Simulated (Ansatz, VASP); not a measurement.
# Rh: VASP beside Ansatz

INCAR

```
SYSTEM = Rh
ALGO = Fast
EDIFF = 1E-6
ENCUT = 520
GGA = PE
ISIF = 2
ISMEAR = 0
LASPH = .TRUE.
LCHARG = .FALSE.
LREAL = .FALSE.
LWAVE = .FALSE.
NBANDS = 14
NELM = 60
PREC = Accurate
SIGMA = 0.15
```

Contents of KPOINTS:

```
k-points
0
G
  22 22 22
  0 0 0
```

Contents of POSCAR:

```
Rh
1.0
    0.0000000000      2.0514521651      1.7578893602
    2.0514521651      0.0000000000      1.7578893602
    2.0514521651      2.0514521651      0.0000000000
Rh
1
Direct
    0.0000000000      0.0000000000      0.0000000000
```

Input for Ansatz:

```yaml
crystal:
  lattice:
    - [0.0, 2.0514521651, 1.7578893602]
    - [2.0514521651, 0.0, 1.7578893602]
    - [2.0514521651, 2.0514521651, 0.0]
  atoms:
    - { symbol: Rh, position: [0.0, 0.0, 0.0] }
basis:
  ecutwfc: 420
kpoints:
  mp_grid: { grid: [22, 22, 22] }
hamiltonian:
  xc: pbe
  pseudopotentials: { kind: paw, azcp: { folder: soft_1 } }
scf:
  occupations: { method: gaussian, width: 0.15 }
output:
  forces: true
  stress: true
  eigenvalues: true
```

Alike in both runs: task single point; functional PBE; k mesh 22 × 22 × 22; occupations gaussian, width 0.15 eV; no spin polarisation.

|  | VASP | Ansatz |
| --- | --- | --- |
| version | VASP 6.6.1 | Ansatz 0.2.0 |
| potentials or method | VASP PAW PBE potentials, release 64 (Rh_pv) | scalar-relativistic, plane waves, PAW |
| plane-wave cutoff (eV) | 520 | 420 |
| valence electrons in the cell | 15 | 17 |

VASP gave:

```
gap on the k mesh at the Fermi level (eV)       : none
pressure (GPa)                                  : -9.1
largest component of the traceless stress (GPa) : 14.88
```

Question: Estimate Ansatz's values.

Answer: gap on the k mesh at the Fermi level (eV): none; pressure (GPa): -9.0; largest component of the traceless stress (GPa): 14.92.

A gap of «none» marks a metal or a gap that the smearing closes. The functional is the same, so the differences come from potentials, cutoffs and numerics. The two sets of potentials don't hold the same shells in valence.
